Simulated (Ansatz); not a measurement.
## Re under changes of volume

One of the cells (15.407 Å³/atom); the others are scaled copies at fixed shape and fractional positions:

```
CELL_PARAMETERS angstrom
0.00000 1.97500 1.97500
1.97500 0.00000 1.97500
1.97500 1.97500 0.00000
ATOMIC_POSITIONS crystal
Re 0.00000 0.00000 0.00000
```

This isn't the form of Re at room conditions, which is hcp.

- Program: Ansatz 0.2.0
- Functional: PBE
- Potentials or basis: Ansatz PAW
- Cutoff: 420 eV (not typed: the program's choice for these potentials)
- k mesh: 12 × 12 × 12
- Occupations: fermi-dirac, width 0.05 eV
- Spin: no spin polarisation

| volume (Å³/atom) | energy over the lowest point (meV/atom) | pressure (GPa) |
| --- | --- | --- |
| 14.483 | ? | ? |
| 14.791 | 2.87 | 5.4 |
| 15.099 | 0.00 | -2.2 |
| 15.407 | 11.06 | -9.0 |
| 15.716 | 34.46 | -15.1 |
| 16.024 | 69.01 | -20.6 |
| 16.332 | 113.43 | -25.4 |

Problem. What does the run at 14.483 Å³/atom give?

Solution. Energy over the lowest point 21.22 meV/atom; pressure 14.0 GPa.

Worked out: A Birch-Murnaghan fit of order 3 (a polynomial in V^(-2/3)) to the other rows has its minimum at 15.00 Å³/atom with B0 = V·E''(V) = 362 GPa and B' = 4.4. It gives 21.16 meV/atom at 14.483 Å³/atom, against the run's 21.22, and -dE/dV = 13.8 GPa, against 14.0.

Energies are extrapolated to zero smearing.
